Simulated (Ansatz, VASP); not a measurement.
## MoS2 in VASP and in Ansatz

```
CELL_PARAMETERS angstrom
1.58550 0.91539 6.11500
-1.58550 0.91539 6.11500
0.00000 -1.83078 6.11500
ATOMIC_POSITIONS crystal
Mo 0.00526 0.98847 0.00654
S 0.24910 0.25717 0.23994
S 0.74176 0.73264 0.76980
```

Change from the starting cell: atoms moved at random, drawn with an rms of 0.05 Å.

Alike in both runs: task single point; functional PBE; k mesh 10 × 10 × 10; occupations fermi-dirac, width 0.05 eV; no spin polarisation.

```csv
,VASP,Ansatz
version,VASP 6.6.1,Ansatz 0.2.0
potentials or method,"VASP PAW PBE potentials, release 64 (Mo_sv, S)",Ansatz PAW
plane-wave cutoff (eV),520,420
valence electrons in the cell,26,26
```

```tsv
	VASP	Ansatz	Ansatz less VASP
gap on the k mesh at the Fermi level (eV)	none	none	-
pressure (GPa)	8.7	8.8	+0.13
largest component of the traceless stress (GPa)	3.53	3.54	+0.011
rms of the force components (eV/Å)	0.661	0.666	+0.0050
```

Atom by atom the forces differ by 0.006 eV/Å (rms over components). A gap of «none» marks a metal or a gap that the smearing closes. With one functional, cell and mesh, what is left measures potentials, basis and numerics.

Caveats: the cell's inner coordinates are idealised or old, which leaves forces on the atoms.
